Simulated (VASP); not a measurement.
A run of VASP 6.6.1:

INCAR

```
  ALGO = Normal
  EDIFF = 1E-6
  ENCUT = 520
  GGA = PS
  ISIF = 2
  ISMEAR = -1
  LASPH = True
  LCHARG = False
  LREAL = False
  LWAVE = False
  NBANDS = 10
  NELM = 100
  PREC = Accurate
  SIGMA = 0.1
```

KPOINTS

```
k-points
0
Gamma
  8 8 8
```

POSCAR

```
K
1.0
    0.0000000000      2.4812120730      2.4812120730
    2.4812120730      0.0000000000      2.4812120730
    2.4812120730      2.4812120730      0.0000000000
K
1
Direct
    0.0000000000      0.0000000000      0.0000000000
```

Potentials or basis: VASP PAW PBE potentials, release 64 (K_sv).

Run with:

```sh
$ cat potpaw_PBE.64/K_sv/POTCAR > POTCAR
$ mpirun -np 1 vasp_std > vasp.out
```

Hardware: 1 thread of AMD EPYC 9R14 (Zen 4) (shared host).

Task: Estimate the wall time of this run.

Result: Run time: 5.9 s on 1 thread of AMD EPYC 9R14 (Zen 4), with other jobs on the host, peak memory 0.12 GiB. Counts: scf iterations 11, k points 29.
